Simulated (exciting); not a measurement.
# Zn (Fm-3m) in exciting: settings compared

Aim: see how the results for Zn move with the level of theory and the settings. Levels: PBEsol (libxc), LDA+TS. Tasks: optical spectrum, density of states.

All numbers are computed with exciting (release sodium); they aren't measurements. Logs are shortened: lines on timing, memory, paths and dates and some standing lists are left out, and cuts for length are marked.

## (1) The undisturbed crystal

Symmetry: Fm-3m, No. 225, cubic system. Conventional cell: a = 3.930 Å, b = 3.930 Å, c = 3.930 Å, α = 90.00°, β = 90.00°, γ = 90.00°. Zn (site symmetry m-3m) is surrounded by 12 Zn at 2.78 Å.

This isn't the form of Zn at room conditions, which is hcp.

## (2) Optical spectrum, PBEsol (libxc) (volume scaled by 0.88)

run_exciting.py reads:

```python
import subprocess
import xml.etree.ElementTree as ET
from ase.io import read
from ase.units import Bohr

atoms = read("Zn.cif")
import spglib
from ase import Atoms
cell, positions, numbers = spglib.find_primitive((atoms.cell[:], atoms.get_scaled_positions(), atoms.numbers), symprec=1e-5)
atoms = Atoms(numbers, cell=cell, scaled_positions=positions, pbc=True)
rmt = {'Zn': 2.0}  # bohr
tasks = """
<groundstate do="fromscratch" ngridk="12 12 12" rgkmax="8" gmaxvr="14" lmaxapw="10" lmaxmat="10" lmaxvr="8" stype="Methfessel-Paxton 1" swidth="0.00036749" nempty="22" ValenceRelativity="iora*" epsengy="1e-05" epspot="1e-05" maxscl="60" outputlevel="high" vkloff="0.5 0.5 0.5">
  <libxc exchange="XC_GGA_X_PBE_SOL" correlation="XC_GGA_C_PBE_SOL"/>
</groundstate>
<properties>
  <momentummatrix/>
  <dielmat intraband="false" scissor="0.036749" wmax="0.5" wgrid="200" swidth="0.01" tevout="true">
    <epscomp>1 1</epscomp>
    <epscomp>2 2</epscomp>
    <epscomp>3 3</epscomp>
  </dielmat>
</properties>
"""

root = ET.Element("input")
ET.SubElement(root, "title").text = "Zn"
structure = ET.SubElement(root, "structure", speciespath="./", tshift="false")
crystal = ET.SubElement(structure, "crystal", scale="1.0")
for vector in atoms.cell / Bohr:
    ET.SubElement(crystal, "basevect").text = " ".join(f"{x:.12f}" for x in vector)
symbols = atoms.get_chemical_symbols()
for element in dict.fromkeys(symbols):
    species = ET.SubElement(structure, "species", speciesfile=element + ".xml", rmt=str(rmt[element]))
    for symbol, position in zip(symbols, atoms.get_scaled_positions(wrap=False)):
        if symbol == element:
            ET.SubElement(species, "atom", coord=" ".join(f"{x:.12f}" for x in position))
root.extend(ET.fromstring("<tasks>" + tasks + "</tasks>"))
ET.indent(root)
ET.ElementTree(root).write("input.xml")
subprocess.run(["exciting_smp"], check=True)
```

Zn.cif reads:

```cif
data_Zn
_cell_length_a 3.76562670
_cell_length_b 3.76562670
_cell_length_c 3.76562670
_cell_angle_alpha 90.00000000
_cell_angle_beta 90.00000000
_cell_angle_gamma 90.00000000
_space_group_name_H-M_alt 'Fm-3m'
_space_group_name_Hall '-F 4 2 3'
_space_group_IT_number 225
loop_
_space_group_symop_operation_xyz
'x,y,z'
'-x,-y,-z'
'-y,x,z'
'y,-x,-z'
'-x,-y,z'
'x,y,-z'
'y,-x,z'
'-y,x,-z'
'x,-y,-z'
'-x,y,z'
'-y,-x,-z'
'y,x,z'
'-x,y,-z'
'x,-y,z'
'y,x,-z'
'-y,-x,z'
'z,x,y'
'-z,-x,-y'
'z,-y,x'
'-z,y,-x'
'z,-x,-y'
'-z,x,y'
'z,y,-x'
'-z,-y,x'
'-z,x,-y'
'z,-x,y'
'-z,-y,-x'
'z,y,x'
'-z,-x,y'
'z,x,-y'
'-z,y,x'
'z,-y,-x'
'y,z,x'
'-y,-z,-x'
'x,z,-y'
'-x,-z,y'
'-y,z,-x'
'y,-z,x'
'-x,z,y'
'x,-z,-y'
'-y,-z,x'
'y,z,-x'
'-x,-z,-y'
'x,z,y'
'y,-z,-x'
'-y,z,x'
'x,-z,y'
'-x,z,-y'
'x,y+1/2,z+1/2'
'-x,-y+1/2,-z+1/2'
'-y,x+1/2,z+1/2'
[... 62 lines left out ...]
'-z+1/2,-x,-y+1/2'
'z+1/2,-y,x+1/2'
'-z+1/2,y,-x+1/2'
'z+1/2,-x,-y+1/2'
'-z+1/2,x,y+1/2'
'z+1/2,y,-x+1/2'
'-z+1/2,-y,x+1/2'
'-z+1/2,x,-y+1/2'
'z+1/2,-x,y+1/2'
'-z+1/2,-y,-x+1/2'
'z+1/2,y,x+1/2'
'-z+1/2,-x,y+1/2'
'z+1/2,x,-y+1/2'
'-z+1/2,y,x+1/2'
'z+1/2,-y,-x+1/2'
'y+1/2,z,x+1/2'
'-y+1/2,-z,-x+1/2'
'x+1/2,z,-y+1/2'
'-x+1/2,-z,y+1/2'
'-y+1/2,z,-x+1/2'
'y+1/2,-z,x+1/2'
'-x+1/2,z,y+1/2'
'x+1/2,-z,-y+1/2'
'-y+1/2,-z,x+1/2'
'y+1/2,z,-x+1/2'
'-x+1/2,-z,-y+1/2'
'x+1/2,z,y+1/2'
'y+1/2,-z,-x+1/2'
'-y+1/2,z,x+1/2'
'x+1/2,-z,y+1/2'
'-x+1/2,z,-y+1/2'
'x+1/2,y+1/2,z'
'-x+1/2,-y+1/2,-z'
'-y+1/2,x+1/2,z'
'y+1/2,-x+1/2,-z'
'-x+1/2,-y+1/2,z'
'x+1/2,y+1/2,-z'
'y+1/2,-x+1/2,z'
'-y+1/2,x+1/2,-z'
'x+1/2,-y+1/2,-z'
'-x+1/2,y+1/2,z'
'-y+1/2,-x+1/2,-z'
'y+1/2,x+1/2,z'
'-x+1/2,y+1/2,-z'
'x+1/2,-y+1/2,z'
'y+1/2,x+1/2,-z'
'-y+1/2,-x+1/2,z'
'z+1/2,x+1/2,y'
'-z+1/2,-x+1/2,-y'
'z+1/2,-y+1/2,x'
'-z+1/2,y+1/2,-x'
'z+1/2,-x+1/2,-y'
'-z+1/2,x+1/2,y'
'z+1/2,y+1/2,-x'
'-z+1/2,-y+1/2,x'
'-z+1/2,x+1/2,-y'
'z+1/2,-x+1/2,y'
'-z+1/2,-y+1/2,-x'
'z+1/2,y+1/2,x'
'-z+1/2,-x+1/2,y'
'z+1/2,x+1/2,-y'
'-z+1/2,y+1/2,x'
'z+1/2,-y+1/2,-x'
'y+1/2,z+1/2,x'
'-y+1/2,-z+1/2,-x'
'x+1/2,z+1/2,-y'
'-x+1/2,-z+1/2,y'
'-y+1/2,z+1/2,-x'
'y+1/2,-z+1/2,x'
'-x+1/2,z+1/2,y'
'x+1/2,-z+1/2,-y'
'-y+1/2,-z+1/2,x'
'y+1/2,z+1/2,-x'
'-x+1/2,-z+1/2,-y'
'x+1/2,z+1/2,y'
'y+1/2,-z+1/2,-x'
'-y+1/2,z+1/2,x'
'x+1/2,-z+1/2,y'
'-x+1/2,z+1/2,-y'
loop_
_atom_site_label
_atom_site_type_symbol
_atom_site_symmetry_multiplicity
_atom_site_Wyckoff_symbol
_atom_site_fract_x
_atom_site_fract_y
_atom_site_fract_z
_atom_site_occupancy
Zn1 Zn 4 a 0.0000000000 0.0000000000 0.0000000000 1
```

Potentials or basis: all-electron LAPW+lo, shipped species files, valence relativity iora*.

Launch:

```
$ OMP_NUM_THREADS=1 python run_exciting.py
```

The program printed:

```text
================================================================================
EXCITING SODIUM started
[... 10 lines left out ...]

 Lattice vectors (cartesian) :
      0.0000000000      3.5580015776      3.5580015776
      3.5580015776      0.0000000000      3.5580015776
      3.5580015776      3.5580015776      0.0000000000

 Reciprocal lattice vectors (cartesian) :
     -0.8829655033      0.8829655033      0.8829655033
      0.8829655033     -0.8829655033      0.8829655033
      0.8829655033      0.8829655033     -0.8829655033

 Unit cell volume                           :      90.0841540503
 Brillouin zone volume                      :       2.7535388000

 Species :    1 (Zn)
     parameters loaded from                 :    Zn.xml
     name                                   :    zinc
     nuclear charge                         :     -30.00000000
     electronic charge                      :      30.00000000
     atomic mass                            :  119198.67800000
     muffin-tin radius                      :       2.00000000
     # of radial points in muffin-tin       :     350

     atomic positions (lattice) :
       1 :   0.00000000  0.00000000  0.00000000

 Total number of atoms per unit cell        :       1

 Spin treatment                             :    spin-unpolarised

 Number of Bravais lattice symmetries       :      48
 Number of crystal symmetries               :      48

 k-point grid                               :      12   12   12
 k-point offset :       0.500000  0.500000  0.500000
 Total number of k-points                   :     182
 k-point set is reduced with crystal symmetries

 R^MT_min * |G+k|_max (rgkmax)              :       8.00000000
 Species with R^MT_min                      :       1 (Zn)
 Maximum |G+k| for APW functions            :       4.00000000
 Maximum |G| for potential and density      :      14.00000000
 Polynomial order for pseudochg. density    :       9

 G-vector grid sizes                        :      24    24    24
 Total number of G-vectors                  :    4279

 Maximum angular momentum used for
     APW functions                          :      10
     computing H and O matrix elements      :      10
     potential and density                  :       8
     inner part of muffin-tin               :       2

 Total nuclear charge                       :     -30.00000000
 Total electronic charge                    :      30.00000000
 Total core charge                          :      12.00000000
 Total valence charge                       :      18.00000000

 Effective Wigner radius, r_s               :       0.89497900

 Number of empty states                     :      22
 Total number of valence states             :      32

 Maximum Hamiltonian size                   :     125
 Maximum number of plane-waves              :     113
 Total number of local-orbitals             :      12

 Exchange-correlation type                  :     100
     libxc; exchange: Perdew, Burke & Ernzerhof SOL; correlation: Perdew, Burke & Ernzerhof SOL (see libxc for references)

 Smearing scheme                            :    Methfessel-Paxton order 1, Phys. Rev. B 40, 3616 (1989)
 Smearing width                             :       0.00036749

 Using multisecant Broyden potential mixing
[... 6 lines left out ...]
* Groundstate module started                                                   *
********************************************************************************
 Output level for this task is set to high

++++++++++++++++++++++++++++++++++++++++++++++++++++++++++++++++++++++++++++++++
[... 5 lines left out ...]
+ SCF iteration number :    1                                                  +
++++++++++++++++++++++++++++++++++++++++++++++++++++++++++++++++++++++++++++++++
 Total energy                               :     -1788.98810922
 _______________________________________________________________
 Fermi energy                               :         0.33832193
 Kinetic energy                             :      1830.45184552
 Coulomb energy                             :     -3549.40539082
 Exchange energy                            :       -68.37356223
 Correlation energy                         :        -1.66100169
 Sum of eigenvalues                         :     -1023.77398182
 Effective potential energy                 :     -2854.22582734
 Coulomb potential energy                   :     -2762.39875187
 xc potential energy                        :       -91.82707547
 Hartree energy                             :       544.37760219
 Electron-nuclear energy                    :     -3851.15395626
 Nuclear-nuclear energy                     :      -242.62903675
 Madelung energy                            :     -2168.20601488
 Core-electron kinetic energy               :         0.00000000
[... 395 lines left out ...]
 Electron charges :
     core                                   :        12.00000000
     core leakage                           :         0.00085981
     valence                                :        18.00000000
     interstitial                           :         1.84676296
     charge in muffin-tin spheres :
                  atom     1    Zn          :        28.15323704
     total charge in muffin-tins            :        28.15323704
     total charge                           :        30.00000000

 RMS change in effective potential (target) :  0.207914E-08  ( 0.100000E-04)
 Absolute change in total energy   (target) :  0.258261E-06  ( 0.100000E-04)
 Charge distance                   (target) :  0.407474E-09  ( 0.100000E-04)

++++++++++++++++++++++++++++++++++++++++++++++++++++++++++++++++++++++++++++++++
| Convergency criteria checked for the last 2 iterations                       +
| Convergence targets achieved. Performing final SCF iteration                 +
++++++++++++++++++++++++++++++++++++++++++++++++++++++++++++++++++++++++++++++++
 Total energy                               :     -1794.71033815
 _______________________________________________________________
 Fermi energy                               :         0.31069398
 Kinetic energy                             :      1827.44932911
 Coulomb energy                             :     -3551.90198667
 Exchange energy                            :       -68.59441748
 Correlation energy                         :        -1.66326311
 Sum of eigenvalues                         :     -1025.67705605
 Effective potential energy                 :     -2853.12638516
 Coulomb potential energy                   :     -2761.00405822
 xc potential energy                        :       -92.12232693
 Hartree energy                             :       548.26889170
 Electron-nuclear energy                    :     -3857.54184162
 Nuclear-nuclear energy                     :      -242.62903675
 Madelung energy                            :     -2171.39995756
 Core-electron kinetic energy               :         0.00000000

 DOS at Fermi energy (states/Ha/cell)       :        29.07370041

 Electron charges :
     core                                   :        12.00000000
     core leakage                           :         0.00085981
     valence                                :        18.00000000
     interstitial                           :         1.84676300
     charge in muffin-tin spheres :
                  atom     1    Zn          :        28.15323700
     total charge in muffin-tins            :        28.15323700
     total charge                           :        30.00000000

++++++++++++++++++++++++++++++++++++++++++++++++++++++++++++++++++++++++++++++++
[... 9 lines left out ...]
| EXCITING SODIUM stopped                                                      =
================================================================================
```

Run time: 48 s. Hardware: 1 thread of Arm Neoverse V1, shared host; peak memory 0.32 GiB.

Results:

* All electrons inside the program's atomic spheres: Zn 28.15 (radii Zn 2.0 bohr)

Levels at points of the mesh, in eV from the Fermi level:
| k point | band 6 | band 7 | band 8 | band 9 | band 10 | band 11 | band 12 | band 13 |
| --- | --- | --- | --- | --- | --- | --- | --- | --- |
| (0.04, 0.04, 0.04) | -7.94 | -7.94 | -7.46 | -7.46 | 18.60 | 19.60 | 19.77 | 19.77 |

Dielectric function (mean over the directions given):
```csv
energy (eV),real part,imaginary part
0.27,12.75,0.31
0.61,13.38,0.80
0.95,14.68,1.61
1.29,17.13,3.38
1.63,21.39,8.84
1.97,17.54,27.11
2.31,-7.79,21.00
2.65,-5.95,7.03
2.99,-1.57,3.50
3.33,1.53,2.93
3.67,3.84,4.13
4.01,4.11,6.78
4.35,1.70,9.31
4.69,-2.22,8.54
5.03,-4.18,5.17
5.37,-2.83,2.47
5.71,-1.66,1.96
6.05,-1.16,1.51
6.39,-0.38,1.08
6.73,0.43,1.47
7.08,0.15,1.98
7.42,-0.24,1.83
7.76,-0.36,1.16
8.10,0.13,0.80
8.44,0.55,0.80
8.78,0.76,0.92
9.12,0.86,1.13
9.46,0.77,1.17
9.80,0.81,1.13
10.14,0.87,1.24
10.48,0.70,1.30
10.82,0.58,1.19
11.16,0.54,0.99
11.50,0.68,0.90
11.84,0.72,0.85
12.18,0.84,0.83
12.52,0.91,0.89
12.86,0.86,0.93
13.20,0.85,0.90
13.54,0.89,0.87
```

Caveat: the intraband (Drude) term of the metal is left out; the scissor shift is a trial value, not fitted to this crystal; spectra need much finer meshes, so this one isn't converged; independent-particle spectra lack excitons.

(Continued in part 2 of 2.)
